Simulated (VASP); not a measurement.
Set up this calculation in VASP 6.6.1, as the native input.

* Task: relaxation of cell and atoms
* Functional: r2SCAN
* Potentials or basis: VASP PAW PBE potentials, release 64 (Cd, Se)
* Cutoff: 600 eV
* k mesh: 8 × 8 × 8
* Occupations: gaussian, width 0.03 eV
* Spin: no spin polarisation
* Further INCAR settings: ALGO = Normal; EDIFF = 1e-06; IBRION = 2; EDIFFG = -0.01; NSW = 90; ISIF = 3

The structure of CdSe lies in POSCAR:

```
CdSe
1.0
    0.0000000000      3.0702711986      3.0702711986
    3.0702711986      0.0000000000      3.0702711986
    3.0702711986      3.0702711986      0.0000000000
Cd Se
1 1
Direct
    0.0000000000      0.0000000000      0.0000000000
    0.7500000000      0.7500000000      0.7500000000
```

Measurements of this composition are mostly on another form, of space group No. 186.

One way to write it, as run:

INCAR

```
SYSTEM = CdSe
PREC     = Accurate       ! precision mode
ENCUT    = 600            ! plane-wave cutoff, eV
EDIFF    = 1E-6           ! SCF threshold, eV
ISMEAR   = 0              ! smearing method
SIGMA    = 0.03           ! smearing width, eV
LREAL    = .FALSE.        ! projectors in reciprocal space
LASPH    = .TRUE.         ! aspherical terms in the spheres
NELM     = 80             ! most SCF steps
ALGO     = Normal         ! electronic algorithm
ISIF     = 3              ! what is computed and relaxed
LWAVE    = .FALSE.        ! write WAVECAR
LCHARG   = .FALSE.        ! write CHGCAR
METAGGA  = R2SCAN         ! meta-GGA
LMIXTAU  = .TRUE.       
IBRION   = 2              ! ionic algorithm
NSW      = 90             ! ionic steps
EDIFFG   = -0.01          ! ionic threshold
```

KPOINTS

```
regular mesh
0
G
  8 8 8
  0 0 0
```

Potentials or basis: VASP PAW PBE potentials, release 64 (Cd, Se).

Command:

```console
$ cat potpaw_PBE.64/Cd/POTCAR potpaw_PBE.64/Se/POTCAR > POTCAR
$ mpirun -np 1 vasp_std > vasp.out
```

Results of the run:

```json
{
  "Pressure after relaxing": "0.0 GPa",
  "Band gap on the k mesh": "1.02 eV, direct"
}
```

Caveat: the relaxation stopped at its first step, so nothing moved; the PAW data sets were made with another functional, which shifts forces and pressure a little.

Wall time 58 s on 1 thread of Intel(R) Xeon(R) 6975P-C (Granite Rapids), on a shared host, peak memory 0.23 GiB.
